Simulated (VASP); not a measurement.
# Pd (Fmmm) in VASP: notebook, part 2 of 2

VASP 6.6.1. The steps go on from the part before.

## 3. Relaxation of cell and atoms, r2SCAN

File POSCAR:

```
Pd
1.0
    0.0000000000      1.8897484846      4.6164138881
    1.8605025893      0.0000000000      4.6164138881
    1.8605025893      1.8897484846      0.0000000000
Pd
2
Direct
    0.1380250866      0.1380250866      0.8619749134
    0.8619749134      0.8619749134      0.1380250866
```

File INCAR.step1:

```
PREC = Accurate ; ENCUT = 600
ISMEAR = 0 ; SIGMA = 0.1
LREAL = False ; LASPH = True
NELM = 100 ; GGA = PE
ALGO = Normal ; EDIFF = 1E-4
LWAVE = True ; LCHARG = False
```

File INCAR.step2:

```
PREC = Accurate ; ENCUT = 600
EDIFF = 1E-6 ; ISMEAR = 0
SIGMA = 0.1 ; LREAL = False
LASPH = True ; NELM = 100
ALGO = Normal ; ISIF = 3
LWAVE = False ; LCHARG = False
METAGGA = R2SCAN ; LMIXTAU = True
IBRION = 2 ; NSW = 90
EDIFFG = -0.04 ; ISTART = 1
```

File KPOINTS:

```
Automatic mesh
0
Gamma
  6 6 6
```

Potentials or basis: VASP PAW PBE potentials, release 64 (Pd).

Run with:

```
cat potpaw_PBE.64/Pd/POTCAR > POTCAR
cp INCAR.step1 INCAR
mpirun -np 1 vasp_std > vasp.out
cp INCAR.step2 INCAR
mpirun -np 1 vasp_std > vasp.out
```

Run time: 4.4 min. Hardware: 1 thread of Intel Xeon Platinum 8488C (Sapphire Rapids), shared host; peak memory 0.21 GiB.

The run converged. Its results:

```yaml
Free_energy: -45.3744 eV
Relaxed_volume: 16.27 Å³/atom
Relaxed_cell: a = 4.953 Å, b = 4.943 Å, c = 2.667 Å, α = 74.58°, β = 74.15°, γ = 31.27°
Space_group_after_relaxing_to_0.05_Å: Fmmm (No. 69)
Energy_gained_by_relaxing: 1.7 meV/atom
Ionic_steps: 5
Pressure_after_relaxing: 0.2 GPa
Largest_force_after_relaxing: 0.032 eV/Å
Band_gap_on_the_k_mesh: none (metal or under the smearing width)
```

Forces on the atoms (eV/Å):
```
Pd   0.000  0.000  0.032
Pd   0.000  0.000 -0.032
```

Stress tensor (GPa, compression positive):
```
0.26 0.00 0.00
0.00 0.09 0.00
0.00 0.00 0.29
```

The path:
| step | energy change (eV) | largest force (eV/Å) | pressure (GPa) | volume (Å³) |
| --- | --- | --- | --- | --- |
| 1 | 0.0000 | 0.0305 | 0.51 | 32.46 |
| 2 | -0.0026 | 0.1127 | -0.58 | 32.70 |
| 3 | -0.0029 | 0.0769 | -0.32 | 32.65 |
| 4 | -0.0033 | 0.0258 | 0.32 | 32.53 |
| 5 | -0.0033 | 0.0321 | 0.22 | 32.54 |

Final structure:
```
CELL_PARAMETERS angstrom
0.00000 1.89956 4.57426
1.87247 0.00000 4.57426
1.87247 1.89956 0.00000
ATOMIC_POSITIONS crystal
Pd 0.13823 0.13823 0.86177
Pd 0.86177 0.86177 0.13823
```

Levels at points of the mesh, in eV from the Fermi level:
| k point | band 6 | band 7 | band 8 | band 9 | band 10 | band 11 | band 12 | band 13 | band 14 |
| --- | --- | --- | --- | --- | --- | --- | --- | --- | --- |
| (0.00, 0.00, 0.00) | -1.49 | -1.42 | -0.95 | -0.93 | -0.50 | 0.05 | 1.85 | 7.17 | 18.63 |
| (0.50, 0.00, 0.00) | -1.94 | -1.56 | -0.98 | -0.85 | -0.22 | 2.23 | 3.89 | 4.94 | 9.93 |
| (0.50, 0.50, 0.00) | -2.34 | -2.27 | -1.19 | -0.40 | -0.06 | 0.15 | 0.18 | 13.14 | 15.77 |
| (0.50, 0.00, 0.50) | -2.28 | -0.56 | 0.35 | 0.88 | 0.93 | 4.84 | 8.39 | 9.77 | 11.25 |
| (0.00, 0.50, 0.50) | -2.26 | -0.52 | 0.33 | 0.86 | 0.95 | 5.15 | 8.08 | 9.48 | 11.18 |

Caveat: the k mesh is coarse (spacing up to 0.41 Å⁻¹), so the values aren't converged; the PAW data sets were made with another functional, which shifts forces and pressure a little.

## 4. Single point, r2SCAN

This run uses another cell than the first one: it holds 4 atoms, not 2.

File POSCAR:

```
Pd
1.0
    2.1051807153     -3.5678909111      0.0000000000
    2.1051807153      3.5678909111      0.0000000000
    0.0000000000      0.0000000000      4.2159619292
Pd
4
Direct
    0.1525000000      0.8475000000      0.0785000000
    0.6525000000      0.3475000000      0.4215000000
    0.8475000000      0.1525000000      0.9215000000
    0.3475000000      0.6525000000      0.5785000000
```

File INCAR.step1:

```
SYSTEM = Pd
PREC = Accurate
ENCUT = 520
ISMEAR = 0
SIGMA = 0.1
LREAL = .FALSE.
LASPH = .TRUE.
NELM = 100
NBANDS = 28
GGA = PE
ALGO = Normal
EDIFF = 1E-4
LWAVE = .TRUE.
LCHARG = .FALSE.
```

File INCAR.step2:

```
SYSTEM = Pd
PREC = Accurate
ENCUT = 520
EDIFF = 1E-6
ISMEAR = 0
SIGMA = 0.1
LREAL = .FALSE.
LASPH = .TRUE.
NELM = 100
ALGO = Normal
ISIF = 2
LWAVE = .FALSE.
LCHARG = .FALSE.
METAGGA = R2SCAN
LMIXTAU = .TRUE.
NBANDS = 28
ISTART = 1
```

File KPOINTS:

```
regular mesh
0
G
  6 6 4
  0 0 0
```

Run with:

```
cat potpaw_PBE.64/Pd/POTCAR > POTCAR
cp INCAR.step1 INCAR
mpirun -np 1 vasp_std > vasp.out
cp INCAR.step2 INCAR
mpirun -np 1 vasp_std > vasp.out
```

Wall time 1.9 min (1 thread of Intel Xeon Platinum 8488C (Sapphire Rapids), shared host); peak memory 0.21 GiB.

The run converged. Its results:

* Free energy: -88.6626 eV
* Pressure: 28.1 GPa
* Largest force: 1.433 eV/Å
* Band gap on the k mesh: none (metal or under the smearing width)

Forces on the atoms (eV/Å):
```
Pd   0.000 -1.421  0.184
Pd   0.000 -1.421 -0.184
Pd   0.000  1.421 -0.184
Pd   0.000  1.421  0.184
```

Stress tensor (GPa, compression positive):
```
21.45  0.00  0.00
 0.00 41.48  0.00
 0.00  0.00 21.41
```

Levels at points of the mesh, in eV from the Fermi level:
| k point | band 17 | band 18 | band 19 | band 20 | band 21 | band 22 | band 23 | band 24 |
| --- | --- | --- | --- | --- | --- | --- | --- | --- |
| (0.00, 0.00, 0.00) | -1.63 | -0.61 | -0.48 | 0.15 | 0.21 | 4.25 | 6.49 | 6.76 |
| (0.50, 0.00, 0.00) | -1.23 | -1.23 | -0.55 | -0.55 | 0.31 | 0.31 | 5.88 | 5.88 |
| (0.50, 0.50, 0.00) | -0.81 | -0.77 | -0.64 | -0.30 | 0.10 | 0.69 | 2.42 | 7.90 |
| (0.00, 0.00, 0.50) | -1.25 | -1.25 | -0.32 | -0.32 | -0.03 | -0.03 | 9.06 | 9.06 |
| (0.50, 0.00, 0.50) | -0.46 | -0.46 | -0.37 | -0.37 | 0.76 | 0.76 | 2.50 | 2.50 |
| (0.50, 0.50, 0.50) | -0.61 | -0.61 | -0.36 | -0.36 | 1.01 | 1.01 | 2.91 | 2.91 |

Caveat: the k mesh is coarse (spacing up to 0.37 Å⁻¹), so the values aren't converged; a pressure of tens of GPa on the cell as given is suspect, and the run, the potentials or the cell itself is likely at fault; the PAW data sets were made with another functional, which shifts forces and pressure a little.

## 5. Single point, r2SCAN

This run uses another cell than the first one: it holds 4 atoms, not 2.

File POSCAR:

```
Pd
1.0
    1.8897484846     -4.6164138881      0.0000000000
    1.8897484846      4.6164138881      0.0000000000
    0.0000000000      0.0000000000      3.7210051786
Pd
4
Direct
    0.1380250866      0.8619749134     -0.0000108489
    0.6380250866      0.3619749134      0.5000108489
    0.8619749134      0.1380250866      1.0000108489
    0.3619749134      0.6380250866      0.4999891511
```

File INCAR.step1:

```
PREC = Accurate
ENCUT = 520
ISMEAR = 0
SIGMA = 0.1
LREAL = F
LASPH = T
NELM = 100
NBANDS = 28
GGA = PE
ALGO = Normal
EDIFF = 1E-4
LWAVE = T
LCHARG = F
```

File INCAR.step2:

```
PREC = Accurate
ENCUT = 520
EDIFF = 1E-6
ISMEAR = 0
SIGMA = 0.1
LREAL = F
LASPH = T
NELM = 100
ALGO = Normal
ISIF = 2
LWAVE = F
LCHARG = F
METAGGA = R2SCAN
LMIXTAU = T
NBANDS = 28
ISTART = 1
```

File KPOINTS:

```
regular mesh
0
Gamma
  6 6 4
```

Run with:

```
cat potpaw_PBE.64/Pd/POTCAR > POTCAR
cp INCAR.step1 INCAR
mpirun -np 1 vasp_std > vasp.out
cp INCAR.step2 INCAR
mpirun -np 1 vasp_std > vasp.out
```

It took 2.9 min on 1 thread of Intel Xeon Platinum 8488C (Sapphire Rapids), shared host; peak memory 0.23 GiB.

The run converged. Its results:

```
Free energy            : -90.8220 eV
Pressure               : 0.5 GPa
Largest force          : 0.004 eV/Å
Band gap on the k mesh : none (metal or under the smearing width)
```

Forces on the atoms (eV/Å):
```
Pd   0.000 -0.004  0.000
Pd   0.000 -0.004  0.000
Pd   0.000  0.004  0.000
Pd   0.000  0.004  0.000
```

Levels at points of the mesh, in eV from the Fermi level:
```tsv
k point	band 16	band 17	band 18	band 19	band 20	band 21	band 22	band 23	band 24	band 25
(0.00, 0.00, 0.00)	-0.70	-0.58	-0.07	0.20	0.80	0.88	1.60	5.17	6.86	7.99
(0.50, 0.00, 0.00)	-1.99	-1.25	-1.25	-0.72	-0.72	-0.14	-0.14	3.90	3.90	11.63
(0.50, 0.50, 0.00)	-0.49	-0.17	0.02	0.06	0.23	0.82	0.87	4.83	8.33	9.70
(0.00, 0.00, 0.50)	-1.41	-1.31	-1.31	-1.13	-1.13	-0.99	-0.99	7.22	7.22	8.18
(0.50, 0.00, 0.50)	-1.07	-0.95	-0.95	-0.33	-0.33	2.15	2.15	3.76	3.76	4.91
(0.50, 0.50, 0.50)	-2.02	-1.04	-1.04	-0.30	-0.30	1.33	1.33	1.57	1.57	10.59
```

Caveat: the k mesh is coarse (spacing up to 0.42 Å⁻¹), so the values aren't converged; the PAW data sets were made with another functional, which shifts forces and pressure a little.

## 6. Single point, r2SCAN

This run uses another cell than the first one, of 14.85 Å³/atom, 0.914 times its volume.

File POSCAR:

```
Pd
1.0
    1.3751576790      0.7939476562      4.5337762843
   -1.3751576790      0.7939476562      4.5337762843
    0.0000000000     -1.5878953122      4.5337762843
Pd
2
Direct
    0.2500169509      0.2500169509      0.2500169509
    0.7499830491      0.7499830491      0.7499830491
```

File INCAR.step1:

```
PREC = Accurate ; ENCUT = 520
ISMEAR = 0 ; SIGMA = 0.1
LREAL = F ; LASPH = T
NELM = 100 ; NBANDS = 17
GGA = PE ; ALGO = Normal
EDIFF = 1E-4 ; LWAVE = T
LCHARG = F
```

File INCAR.step2:

```
PREC = Accurate ; ENCUT = 520
EDIFF = 1E-7 ; ISMEAR = 0
SIGMA = 0.1 ; LREAL = F
LASPH = T ; NELM = 100
ALGO = Normal ; ISIF = 2
LWAVE = F ; LCHARG = F
METAGGA = R2SCAN ; LMIXTAU = T
NBANDS = 17 ; ISTART = 1
```

File KPOINTS:

```
regular mesh
0
Gamma
  6 6 6
```

Potentials or basis: VASP PAW PBE potentials, release 64 (Pd).

Run with:

```
cat potpaw_PBE.64/Pd/POTCAR > POTCAR
cp INCAR.step1 INCAR
mpirun -np 1 vasp_std > vasp.out
cp INCAR.step2 INCAR
mpirun -np 1 vasp_std > vasp.out
```

It took 81 s on 1 thread of Intel Xeon Platinum 8488C (Sapphire Rapids), shared host; peak memory 0.21 GiB.

Results (log left out):

- Free energy: -45.9049 eV
- Pressure: 0.7 GPa
- Largest force: 0.005 eV/Å
- Band gap on the k mesh: none (metal or under the smearing width)

Forces in eV/Å, atoms in the order of the input:
```
Pd   0.000  0.000 -0.005
Pd   0.000  0.000  0.005
```

Stress tensor (GPa, compression positive):
```
0.84 0.00 0.00
0.00 0.84 0.00
0.00 0.00 0.37
```

Levels at points of the mesh, in eV from the Fermi level:
| k point | band 8 | band 9 | band 10 | band 11 | band 12 | band 13 |
| --- | --- | --- | --- | --- | --- | --- |
| (0.00, 0.00, 0.00) | -1.26 | -1.26 | -0.02 | -0.02 | 1.30 | 7.56 |
| (0.50, 0.00, 0.00) | -1.59 | 0.11 | 0.11 | 4.03 | 4.03 | 9.76 |
| (0.50, 0.50, 0.00) | 0.02 | 0.33 | 0.34 | 1.40 | 3.73 | 7.76 |
| (0.50, 0.50, 0.50) | -2.58 | -1.06 | -1.06 | -1.06 | -1.06 | 15.04 |

Caveat: the k mesh is coarse (spacing up to 0.45 Å⁻¹), so the values aren't converged; the PAW data sets were made with another functional, which shifts forces and pressure a little.

## 7. The runs side by side

```tsv
task	cell	k mesh	cutoff (eV)	gap on the mesh (eV)	pressure (GPa)	largest force (eV/Å)
single point	Fmmm, 16.24 Å³/atom	6 × 6 × 6	520	none	0.5	-
relaxation of cell and atoms	relaxed	6 × 6 × 6	600	none	0.2	0.03
single point	Cmce, 15.83 Å³/atom	6 × 6 × 4	520	none	28.1	1.43
single point	Fmmm, 16.23 Å³/atom	6 × 6 × 4	520	none	0.5	-
single point	R-3m, 14.85 Å³/atom	6 × 6 × 6	520	none	0.7	-
```

Alike in all rows: level r2SCAN; potentials or basis VASP PAW PBE potentials, release 64 (Pd); no spin polarisation; smearing gaussian 0.1 eV; the mesh is coarse, so values aren't converged.

Caveats: all runs use coarse meshes; the PAW data sets were made with another functional, which shifts forces and pressure a little; a pressure of tens of GPa on the cell as given is suspect, and the run, the potentials or the cell itself is likely at fault (some runs).

Total energies depend on the potentials used, so only differences within one code and one set of settings carry meaning.
